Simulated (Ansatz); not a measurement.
# SnS2: the cost of one run

Computed with Ansatz 0.2.0 (DFT PBEsol, scalar-relativistic, plane waves, PAW, unless a step's input says otherwise).

## Step 1: The starting structure

The structure is trigonal, space group P-3m1 (No. 164). Conventional cell: a = 3.639 Å, b = 3.639 Å, c = 5.868 Å, α = 90.00°, β = 90.00°, γ = 120.00°. Sn (site symmetry -3m) is surrounded by 6 S at 2.56 Å. S (site symmetry 3m) has 3 Sn at 2.56 Å as nearest neighbours.

Coordinates:

```cif
data_structure
_symmetry_space_group_name_H-M 'P-3m1'
_symmetry_Int_Tables_number 164
_cell_length_a 3.6390
_cell_length_b 3.6390
_cell_length_c 5.8680
_cell_angle_alpha 90.000
_cell_angle_beta 90.000
_cell_angle_gamma 120.000
_cell_volume 67.30
loop_
_atom_site_label
_atom_site_type_symbol
_atom_site_symmetry_multiplicity
_atom_site_Wyckoff_symbol
_atom_site_fract_x
_atom_site_fract_y
_atom_site_fract_z
_atom_site_occupancy
Sn1 Sn 1 a 0.00000 0.00000 0.00000 1
S1 S 2 d 0.33333 0.66667 0.25000 1
```

The structure comes from the Crystallography Open Database.

(A quick probe on a coarse mesh, which set the mesh and smearing, is not shown.)

## Step 3: Full relaxation

The input, input.yaml:

```yaml
crystal:
  lattice:
    - [3.639, 0.0, 0.0]
    - [-1.8195, 3.1514664444, 0.0]
    - [0.0, 0.0, 5.868]
  atoms:
    - { symbol: Sn, position: [0.0, 0.0, 0.0] }
    - { symbol: S, position: [0.3333333333, 0.6666666667, 0.25] }
    - { symbol: S, position: [0.6666666667, 0.3333333333, 0.75] }
basis:
  ecutwfc: 420
kpoints:
  mp_grid: { grid: [12, 12, 6] }
hamiltonian:
  xc: pbesol
scf:
  occupations: { method: gaussian, width: 0.02 }
output:
  forces: true
  stress: true
  eigenvalues: true
relax:
  adjacent_minimum: "off"
  f_tol: 0.005
  max_steps: 80
  cell: { stress_tol: 0.05 }
```

Launch:

```
$ ansatz run input.yaml --threads 1 --pin off --max-ram 4096MiB --backend cpu --events-out ev --progress --plain --runs-dir out
```

What time and memory should one allow on 1 thread of Arm Neoverse V2, shared host?

About 44 s, with a peak of 0.4 GiB.
